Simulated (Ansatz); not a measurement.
The system is GaN.

```
Ga N
1.0
     0.00000    2.25350    2.25350
     2.25350    0.00000    2.25350
     2.25350    2.25350    0.00000
Ga N
1 1
Direct
  0.00000 0.00000 0.00000
  0.25000 0.25000 0.25000
```

The cell is a database's computed one.

Base run:

- Program: Ansatz 0.2.0
- Functional: BHLYP
- Potentials or basis: Ansatz PAW
- Cutoff: 420 eV (not typed: the program's choice for these potentials)
- k mesh: 6 × 6 × 6
- Occupations: fermi-dirac, width 0.05 eV
- Spin: no spin polarisation

Its results: band gap on the k mesh 5.90 eV, direct; pressure -2.2 GPa.

Task: The run is repeated on the same cell with these changes: functional from BHLYP to B3LYP. What comes out?

Result: Band gap on the k mesh 3.38 eV, direct; pressure 4.0 GPa.

Caveats: the PAW data sets come from PBE, with cores solved anew for the run's functional, which leaves a small shift of forces and pressure; the thresholds are loose for stress.
